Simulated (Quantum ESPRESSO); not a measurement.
MnO, 2 atoms in the cell. It takes space group Pm-3m (No. 221, cubic). Conventional cell: a = 2.672 Å, b = 2.672 Å, c = 2.672 Å, α = 90.00°, β = 90.00°, γ = 90.00°. Mn (site symmetry m-3m) is surrounded by 8 O at 2.31 Å. O (site symmetry m-3m) has 8 Mn at 2.31 Å as nearest neighbours. Measurements of this composition are mostly on another form, of space group No. 225.

```yaml
Program: Quantum ESPRESSO 7.5
Task: single point
Functional: PBE
Potentials_or_basis: SSSP 1.3 efficiency PBE
Cutoff: 884 eV
Density_cutoff: 10612 eV
k_mesh: 10 × 10 × 10
Occupations: fermi-dirac, width 0.05 eV
Spin: collinear spin, ferromagnetic start
Starting_moments: "[4.0, 0.0] μB"
Mixing_beta: 0.3
Most_SCF_iterations: 120
SCF_threshold: 4e-10 Ry
```

Potentials or basis: SSSP 1.3 efficiency PBE.

Command:

```console
$ OMP_NUM_THREADS=1 pw.x -in pw.in > pw.out
$ OMP_NUM_THREADS=1 pp.x -in pp_density.in > pp_density.out
$ OMP_NUM_THREADS=1 pp.x -in pp_potential.in > pp_potential.out
$ OMP_NUM_THREADS=1 pp.x -in pp_spin.in > pp_spin.out
```

Hardware: 1 thread of Arm Neoverse V1, with other jobs on the host.

Question: How long does it take, and how much memory?

Answer: Wall time 50 s on 1 thread of Arm Neoverse V1, with other jobs on the host, peak memory 0.25 GiB. Counts: scf iterations 14, k pools 1, bands 20, k points 56, g dense 47257.
